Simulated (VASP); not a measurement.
Wanted: the native input for a VASP 6.6.1 run.

```
Task                   : work function
Functional             : PBEsol
Potentials or basis    : VASP PAW PBE potentials, release 64 (O, Ti_sv)
Cutoff                 : 520 eV
k mesh                 : 6 × 8 × 1
Occupations            : gaussian, width 0.05 eV
Spin                   : no spin polarisation
Vacuum (Å)             : 22
Dipole correction      : yes
Further INCAR settings : ALGO = Normal; EDIFF = 1e-06
```

The structure of TiO2 lies in POSCAR:

```
TiO2
1.0
    4.5922000000      0.0000000000      0.0000000000
    0.0000000000      2.9574000000      0.0000000000
    0.0000000000      0.0000000000     35.2718253752
O Ti
12 6
Direct
    0.1950400000      0.5000000000      0.3118636442
    0.3049600000      0.0000000000      0.3769609273
    0.8049600000      0.5000000000      0.3626499406
    0.6950400000      0.0000000000      0.4277472236
    0.1950400000      0.5000000000      0.4420582103
    0.3049600000      0.0000000000      0.5071554934
    0.8049600000      0.5000000000      0.4928445066
    0.6950400000      0.0000000000      0.5579417897
    0.1950400000      0.5000000000      0.5722527764
    0.3049600000      0.0000000000      0.6373500594
    0.8049600000      0.5000000000      0.6230390727
    0.6950400000      0.0000000000      0.6881363558
    0.0000000000      0.0000000000      0.3372567924
    0.5000000000      0.5000000000      0.4023540754
    0.0000000000      0.0000000000      0.4674513584
    0.5000000000      0.5000000000      0.5325486416
    0.0000000000      0.0000000000      0.5976459246
    0.5000000000      0.5000000000      0.6627432076
```

One way to write it, as run:

INCAR

```
SYSTEM = TiO2
PREC = Accurate ; ENCUT = 520
EDIFF = 1E-6 ; ISMEAR = 0
SIGMA = 0.05 ; LREAL = .FALSE.
LASPH = .TRUE. ; NELM = 100
ALGO = Normal ; ISIF = 2
LWAVE = .FALSE. ; LCHARG = .TRUE.
LDIPOL = .TRUE. ; IDIPOL = 3
DIPOL = 0.5 0.5 0.500 ; GGA = PS
LVHAR = .TRUE. ; LVACPOTAV = .TRUE.
KPAR = 8
```

KPOINTS

```
regular mesh
0
G
  6 8 1
  0 0 0
```

Potentials or basis: VASP PAW PBE potentials, release 64 (O, Ti_sv).

The run is started by

```sh
$ cat potpaw_PBE.64/O/POTCAR potpaw_PBE.64/Ti_sv/POTCAR > POTCAR
$ mpirun -np 8 vasp_std > vasp.out
```

Results of the run:

```yaml
Largest_force: 3.849 eV/Å
Band_gap_on_the_k_mesh: 2.05 eV, direct
Ionisation_potential_of_the_upper_face: 7.48 eV
```

Caveat: the PAW data sets were made with another functional, which shifts forces and pressure a little.

Wall time 6.8 min on 8 MPI ranks on Intel(R) Xeon(R) Platinum 8259CL CPU @ 2.50GHz (Skylake/Cascade Lake), on a shared host, peak memory 0.87 GiB a rank.
